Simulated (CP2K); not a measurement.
Crystal: Pb.

```
Pb
1.0
     4.86348    0.00000    0.00000
     2.43174    4.21190    0.00000
     2.43174    1.40397    3.97102
Pb
2
Direct
  0.25000 0.25000 0.25000
  0.00000 0.00000 0.00000
```

This isn't the form of Pb at room conditions, which is fcc.

```yaml
Program: CP2K 2026.2
Task: single point
Functional: PBE
Potentials_or_basis: POTENTIAL_UZH Pb GTH-PBE-q4; TZVP-MOLOPT-PBE-GTH basis
Density_cutoff: 6123 eV
k_mesh: 7 × 7 × 7
Occupations: fermi-dirac, width 0.05 eV
Spin: no spin polarisation
```

On this cell: pressure 2.5 GPa; largest force zero by symmetry; band gap on the k mesh none (metal or under the smearing width).

The same run follows on a disturbed copy (atoms moved at random, drawn with an rms of 0.05 Å):

```xyz
2
Lattice="4.8635 0.0000 0.0000 2.4317 4.2119 0.0000 2.4317 1.4040 3.9710" Properties=species:S:1:pos:R:3 pbc="T T T"
Pb    2.3881    1.3967    0.9876
Pb    0.0481   -0.0482    0.0707
```

Q: What changes?

A: The energy (extrapolated to zero smearing) moves by +20.0 meV/atom; pressure 2.6 GPa; largest force 0.690 eV/Å; band gap on the k mesh none (metal or under the smearing width).

Forces on the atoms (eV/Å):
```
Pb   0.513 -0.212  0.410
Pb  -0.513  0.212 -0.410
```

Stress tensor (GPa, compression positive):
```
 2.76  1.26  0.66
 1.26  3.83 -0.25
 0.66 -0.25  1.33
```

Caveats: the basis of atomic orbitals isn't converged, which shifts pressures, moduli and gaps.
